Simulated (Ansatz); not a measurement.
An Ansatz input (plane waves, PAW) for CaF2 (fluorite structure) that has something wrong with it:

```yaml
crystal:
  lattice:
    - [0.0, 2.7554753924, 2.7554753924]
    - [2.7554753924, 0.0, 2.7554753924]
    - [2.7554753924, 2.7554753924, 0.0]
  atoms:
    - { symbol: Ca, position: [0.0, 0.0, 0.0] }
    - { symbol: F, position: [0.25, 0.25, 0.25] }
    - { symbol: F, position: [0.75, 0.75, 0.75] }
basis:
  ecutwfc: "400 K"
  ecutrho_ratio: 4
kpoints:
  mp_grid: { grid: [8, 8, 8] }
hamiltonian:
  xc: pbe
scf:
  occupations: { method: gaussian, width: 0.05 }
  max_iter: 100
output:
  forces: true
  stress: true
magnetization:
  noncollinear: true
  spin_orbit: true
```

Launched as:
```sh
ansatz run input.yaml --threads 4 --pin off --max-ram 7168MiB --backend cpu --events-out ev --progress --plain --runs-dir out
```

Q: What is wrong with it?

A: A cutoff in the wrong unit. Against the sound input: basis.ecutwfc: 420 → "400 K" (the cap on iterations is only a precaution).

What the program printed:

```
Error: inconsistent input (basis.ecutwfc, kpoints): the smallest per-k basis holds n_pw = 0 plane waves (k-point 1, counted from 0 among those solved) but the deck needs at least 25 band(s) per channel, and no run solves more bands than the smallest per-k basis has plane waves; raise basis.ecutwfc until the smallest per-k basis, which caps the automatic band count, holds at least 25 plane waves
```

The input was refused before any iteration. Cost: 0.07 s on 4 threads of Intel(R) Xeon(R) Platinum 8488C (Sapphire Rapids), with other jobs on the host, peak memory 0.099 GiB. The run before the change (PBE with spin–orbit coupling, 420 eV, 8×8×8 mesh) gave:

```tsv
run	P (GPa)	gap on the mesh (eV)	cell moment (μB)	largest force component (eV/Å)
sound	0.0	7.14	0.00 (no moment typed)	0.000
```

The start was a prototype's sites filled with these elements; the Crystallography Open Database holds the compound in this structure.

Of that run: Semilocal functionals underestimate band gaps, commonly by a third or more.
